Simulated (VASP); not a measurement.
Crystal: Se.

```
CELL_PARAMETERS angstrom
4.36620 0.00000 0.00000
-2.18310 3.78124 0.00000
0.00000 0.00000 4.95360
ATOMIC_POSITIONS crystal
Se 0.77460 0.77460 0.00000
Se 0.00000 0.22540 0.66667
Se 0.22540 0.00000 0.33333
```

```yaml
Program: VASP 6.6.1
Task: single point
Functional: PBE
Potentials_or_basis: VASP PAW PBE potentials, release 64 (Se)
Cutoff: 520 eV
k_mesh: 7 × 7 × 6
Occupations: fermi-dirac, width 0.05 eV
Spin: no spin polarisation
```

On this cell: pressure 2.9 GPa; largest force 0.433 eV/Å; band gap on the k mesh 1.21 eV, indirect (least direct gap 1.47 eV).

The same run follows on a disturbed copy (atoms moved at random, drawn with an rms of 0.05 Å):

```
Se
1.0
     4.36620    0.00000    0.00000
    -2.18310    3.78124    0.00000
     0.00000    0.00000    4.95360
Se
3
Direct
  0.77894 0.77804 0.00263
  0.00918 0.23606 0.65783
  0.22781 0.00178 0.32738
```

What changes?

The energy moves by +3.6 meV/atom; pressure 2.7 GPa; largest force 0.652 eV/Å; band gap on the k mesh 0.92 eV, indirect (least direct gap 1.31 eV).

Forces in eV/Å, atoms in the order of the input:
```
Se  -0.322 -0.233 -0.517
Se  -0.224  0.134  0.336
Se   0.545  0.099  0.181
```

Stress tensor (GPa, compression positive):
```
2.72 0.25 0.52
0.25 1.48 1.36
0.52 1.36 3.90
```

Caveats: an odd mesh through Γ misses points on the zone boundary, where band edges often lie.
